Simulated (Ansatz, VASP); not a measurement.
**PbS in VASP and in Ansatz**

```
Pb S
1.0
     0.00000    2.98588    2.98588
     2.98588    0.00000    2.98588
     2.98588    2.98588    0.00000
Pb S
1 1
Direct
  0.50000 0.50000 0.50000
  0.00000 0.00000 0.00000
```

Alike in both runs: task single point; functional PBE; k mesh 10 × 10 × 10; occupations gaussian, width 0.05 eV; no spin polarisation.

```csv
,VASP,Ansatz
version,VASP 6.6.1,Ansatz 0.2.0
potentials or method,"VASP PAW PBE potentials, release 64 (Pb_d, S)","scalar-relativistic, plane waves, PAW"
plane-wave cutoff (eV),520,420
valence electrons in the cell,20,20
```

```csv
,VASP,Ansatz,Ansatz less VASP
gap on the k mesh at the Fermi level (eV),0.44,0.43,-0.007
least direct gap on the mesh (eV),0.44,0.43,-0.007
pressure (GPa),1.0,1.0,+0.07
```

Caveats: spin-orbit coupling is left out, which as a rule narrows the gap of such compounds by several tenths of an eV.
